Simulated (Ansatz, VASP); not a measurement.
Bi in VASP and in Ansatz

```xyz
1
Lattice="-2.1012 2.1012 2.1012 2.1012 -2.1012 2.1012 2.1012 2.1012 -2.1012" Properties=species:S:1:pos:R:3 pbc="T T T"
Bi    0.0000    0.0000    0.0000
```

Alike in both runs: task single point; functional BLYP; k mesh 12 × 12 × 12; occupations fermi-dirac, width 0.1 eV; no spin polarisation.

|  | VASP | Ansatz |
| --- | --- | --- |
| version | VASP 6.6.1 | Ansatz 0.2.0 |
| potentials or method | VASP PAW PBE potentials, release 64 (Bi_d) | plane waves (420 eV) with PAW, scalar-relativistic |
| plane-wave cutoff (eV) | 520 | 420 |
| valence electrons in the cell | 15 | 15 |

|  | VASP | Ansatz | Ansatz less VASP |
| --- | --- | --- | --- |
| pressure (GPa) | -2.7 | -2.7 | -0.03 |

Caveats: the PAW data sets were made with another functional, which shifts forces and pressure a little (VASP).
